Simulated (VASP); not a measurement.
# CdSe (F-43m) in VASP: further runs, part 2 of 4

VASP 6.6.1. Earlier steps stand in the parts before.

## Step 4: Band structure, r2SCAN, spin-orbit coupling, no magnetisation

Input file INCAR:

```
  ALGO = Normal
  EDIFF = 1E-6
  ENCUT = 520
  GGA_COMPAT = F
  ISIF = 2
  ISMEAR = 0
  KPAR = 2
  LASPH = T
  LCHARG = F
  LMIXTAU = T
  LORBIT = 11
  LREAL = F
  LSORBIT = T
  LWAVE = F
  MAGMOM = 0 0 0 0 0 0
  METAGGA = R2SCAN
  NBANDS = 30
  NELM = 60
  PREC = Accurate
  SIGMA = 0.02
```

Input file KPOINTS:

```
k-points
0
Gamma
  6 6 6
```

Input file POSCAR:

```
CdSe
1.0
    0.0000000000      3.0702711986      3.0702711986
    3.0702711986      0.0000000000      3.0702711986
    3.0702711986      3.0702711986      0.0000000000
Cd Se
1 1
Direct
    0.0000000000      0.0000000000      0.0000000000
    0.2500000000      0.2500000000      0.2500000000
```

Input file KPOINTS_OPT:

```
path GXWKGLUWLK,UX
20
line-mode
reciprocal
 0.0000000000  0.0000000000  0.0000000000  G
 0.5000000000  0.0000000000  0.5000000000  X

 0.5000000000  0.0000000000  0.5000000000  X
 0.5000000000  0.2500000000  0.7500000000  W

 0.5000000000  0.2500000000  0.7500000000  W
 0.3750000000  0.3750000000  0.7500000000  K

 0.3750000000  0.3750000000  0.7500000000  K
 0.0000000000  0.0000000000  0.0000000000  G

 0.0000000000  0.0000000000  0.0000000000  G
 0.5000000000  0.5000000000  0.5000000000  L

 0.5000000000  0.5000000000  0.5000000000  L
 0.6250000000  0.2500000000  0.6250000000  U

 0.6250000000  0.2500000000  0.6250000000  U
 0.5000000000  0.2500000000  0.7500000000  W

 0.5000000000  0.2500000000  0.7500000000  W
 0.5000000000  0.5000000000  0.5000000000  L

 0.5000000000  0.5000000000  0.5000000000  L
 0.3750000000  0.3750000000  0.7500000000  K

 0.6250000000  0.2500000000  0.6250000000  U
 0.5000000000  0.0000000000  0.5000000000  X
```

Potentials or basis: VASP PAW PBE potentials, release 64 (Cd, Se).

The run is started by

```bash
$ cat potpaw_PBE.64/Cd/POTCAR potpaw_PBE.64/Se/POTCAR > POTCAR
$ mpirun -np 2 vasp_ncl > vasp.out
```

OUTCAR:

```text
EDIFF = 1E-6
   ENCUT = 520
   ISIF = 2
   ISMEAR = 0
   LASPH = T
   LORBIT = 11
   LREAL = F
   LSORBIT = T
   METAGGA = R2SCAN
   NELM = 60
   PREC = Accurate

 ion  position               nearest neighbor table
   1  0.000  0.000  0.000-   2 2.66   2 2.66   2 2.66   2 2.66
   2  0.250  0.250  0.250-   1 2.66   1 2.66   1 2.66   1 2.66

  LATTYP: Found a face centered cubic cell.
 ALAT       =     6.1405423972

  Lattice vectors:

 A1 = (   0.0000000000,   3.0702711986,   3.0702711986)
 A2 = (   3.0702711986,   0.0000000000,   3.0702711986)
 A3 = (   3.0702711986,   3.0702711986,   0.0000000000)

Analysis of symmetry for initial positions (statically):
=====================================================================
 Subroutine PRICEL returns:
 Original cell was already a primitive cell.

 Routine SETGRP: Setting up the symmetry group for a
 face centered cubic supercell.

 Subroutine GETGRP returns: Found 24 space group operations
 (whereof 24 operations were pure point group operations)
 out of a pool of 48 trial point group operations.

The static configuration has the point symmetry T_d .

Analysis of symmetry for dynamics (positions and initial velocities):
=====================================================================
 Subroutine PRICEL returns:
 Original cell was already a primitive cell.

 Routine SETGRP: Setting up the symmetry group for a
 face centered cubic supercell.

 Subroutine GETGRP returns: Found 24 space group operations
 (whereof 24 operations were pure point group operations)
 out of a pool of 48 trial point group operations.

The dynamic configuration has the point symmetry T_d .

Analysis of structural, dynamic, and magnetic symmetry:
=====================================================================
 Subroutine PRICEL returns:
 Original cell was already a primitive cell.

 Routine SETGRP: Setting up the symmetry group for a
 face centered cubic supercell.

 Subroutine GETGRP returns: Found 24 space group operations
 (whereof 24 operations were pure point group operations)
 out of a pool of 48 trial point group operations.

The overall configuration has the point symmetry T_d .

 Subroutine INISYM returns: Found 24 space group operations
 (whereof 24 operations are pure point group operations),
 and found     1 'primitive' translations

----------------------------------------------------------------------------------------

                                     Primitive cell

  volume of cell :      57.8842

  direct lattice vectors                    reciprocal lattice vectors
[... 126 lines left out ...]

 number of electron      18.0000008 magnetization       0.0000000     -0.0000000      0.0000000

 Free energy of the ion-electron system (eV)
  ---------------------------------------------------
  ext. energy  EPLUGINS =         0.00000000
  ---------------------------------------------------
  free energy    TOTEN  =       -35.95910173 eV

  energy without entropy =      -35.95910173  energy(sigma->0) =      -35.95910173

 E-fermi :   0.6217     XC(G=0):  -9.2910

 val. band max:        0.5383186395   @ k =   0.0000   0.0000   0.0000
 cond. band min:       1.4419913312   @ k =   0.0000   0.0000   0.0000
 fundamental gap:      0.9036726917
 Fermi energy:         0.6217417982

 k-point     1 :       0.0000    0.0000    0.0000
  band No.  band energies     occupation
      1     -12.4356      1.00000
      2     -12.4356      1.00000
      3      -7.9447      1.00000
      4      -7.9447      1.00000
      5      -7.9447      1.00000
      6      -7.9447      1.00000
[... 715 lines left out ...]
     29      13.7637      0.00000
     30      13.8236      0.00000

------------------------ aborting loop because EDIFF is reached ----------------------------------------

  FORCE on cell =-STRESS in cart. coord.  units (eV):
  Direction    XX          YY          ZZ          XY          YZ          ZX
  --------------------------------------------------------------------------------------
  -------------------------------------------------------------------------------------
  Total        0.0187374      0.0187374      0.0187374      0.0000000     -0.0000000      0.0000000
  in kB        0.5186318      0.5186318      0.5186318      0.0000000     -0.0000000      0.0000000
  external PRESSURE =       0.5186318 kB  Pullay stress =       0.0000000 kB

 VOLUME and BASIS-vectors are now :
 -----------------------------------------------------------------------------
  energy-cutoff  :      520.00
  volume of cell :       57.88
      direct lattice vectors                 reciprocal lattice vectors
     0.000000000  3.070271199  3.070271199    -0.162852063  0.162852063  0.162852063
     3.070271199  0.000000000  3.070271199     0.162852063 -0.162852063  0.162852063
     3.070271199  3.070271199  0.000000000     0.162852063  0.162852063 -0.162852063

 POSITION                                       TOTAL-FORCE (eV/Angst)
 -----------------------------------------------------------------------------------
      0.00000      0.00000      0.00000        -0.000000      0.000000     -0.000000
      1.53514      1.53514      1.53514         0.000000     -0.000000      0.000000
 -----------------------------------------------------------------------------------
    total drift:                                0.000000      0.000000      0.000000

  FREE ENERGIE OF THE ION-ELECTRON SYSTEM (eV)
  ---------------------------------------------------
  free  energy   TOTEN  =       -35.9591017280 eV

  energy  without entropy=      -35.9591017280  energy(sigma->0) =      -35.95910173

 Spin-Orbit-Coupling matrix elements

 Ion:    1  E_soc:     -0.0548993
 l=   1
     0.0000000    -0.0023833    -0.0023833
    -0.0023833     0.0000000    -0.0023833
    -0.0023833    -0.0023833     0.0000000
 l=   2
     0.0000000    -0.0013793     0.0000000    -0.0013793    -0.0053873
    -0.0013793     0.0000000    -0.0040405    -0.0013793    -0.0013468
     0.0000000    -0.0040405     0.0000000    -0.0040405     0.0000000
    -0.0013793    -0.0013793    -0.0040405     0.0000000    -0.0013468
    -0.0053873    -0.0013468     0.0000000    -0.0013468     0.0000000
 l=   3
     0.0000000     0.0000000     0.0000000     0.0000000     0.0000000     0.0000000     0.0000000
     0.0000000     0.0000000     0.0000000     0.0000000     0.0000000     0.0000000     0.0000000
     0.0000000     0.0000000     0.0000000     0.0000000     0.0000000     0.0000000     0.0000000
     0.0000000     0.0000000     0.0000000     0.0000000     0.0000000     0.0000000     0.0000000
     0.0000000     0.0000000     0.0000000     0.0000000     0.0000000     0.0000000     0.0000000
     0.0000000     0.0000000     0.0000000     0.0000000     0.0000000     0.0000000     0.0000000
     0.0000000     0.0000000     0.0000000     0.0000000     0.0000000     0.0000000     0.0000000

 Ion:    2  E_soc:     -0.0374454
 l=   1
     0.0000000    -0.0062341    -0.0062341
    -0.0062341     0.0000000    -0.0062341
    -0.0062341    -0.0062341     0.0000000
 l=   2
     0.0000000    -0.0000033     0.0000000    -0.0000033    -0.0000035
    -0.0000033     0.0000000    -0.0000027    -0.0000033    -0.0000009
     0.0000000    -0.0000027     0.0000000    -0.0000027     0.0000000
    -0.0000033    -0.0000033    -0.0000027     0.0000000    -0.0000009
    -0.0000035    -0.0000009     0.0000000    -0.0000009     0.0000000
 l=   3
     0.0000000     0.0000000     0.0000000     0.0000000     0.0000000     0.0000000     0.0000000
     0.0000000     0.0000000     0.0000000     0.0000000     0.0000000     0.0000000     0.0000000
     0.0000000     0.0000000     0.0000000     0.0000000     0.0000000     0.0000000     0.0000000
     0.0000000     0.0000000     0.0000000     0.0000000     0.0000000     0.0000000     0.0000000
     0.0000000     0.0000000     0.0000000     0.0000000     0.0000000     0.0000000     0.0000000
     0.0000000     0.0000000     0.0000000     0.0000000     0.0000000     0.0000000     0.0000000
     0.0000000     0.0000000     0.0000000     0.0000000     0.0000000     0.0000000     0.0000000

 total charge

# of ion       s       p       d       tot
------------------------------------------
    1        0.417   0.293   9.572  10.282
    2        1.438   2.439   0.020   3.898
--------------------------------------------------
tot          1.855   2.732   9.592  14.179

 magnetization (x)

# of ion       s       p       d       tot
------------------------------------------
    1        0.000   0.000  -0.000   0.000
    2        0.000   0.000   0.000   0.000
--------------------------------------------------
tot          0.000   0.000  -0.000   0.000

 magnetization (y)

# of ion       s       p       d       tot
------------------------------------------
    1        0.000   0.000  -0.000   0.000
    2        0.000  -0.000   0.000  -0.000
--------------------------------------------------
tot          0.000   0.000  -0.000   0.000

 magnetization (z)

# of ion       s       p       d       tot
------------------------------------------
    1        0.000   0.000   0.000   0.000
    2       -0.000  -0.000   0.000  -0.000
--------------------------------------------------
tot          0.000   0.000   0.000   0.000
```

It took 5 min on 2 MPI ranks of Intel Xeon 6975P-C (Granite Rapids), shared host; peak memory 0.41 GiB.

Results:

```
Free energy                                           : -35.9591 eV
Pressure                                              : 0.1 GPa
Valence electrons inside the program's atomic spheres : Cd 10.28; Se 3.90
```

Caveat: the PAW data sets were made with another functional, which shifts forces and pressure a little.

(Part 2 of 4 ends here.)
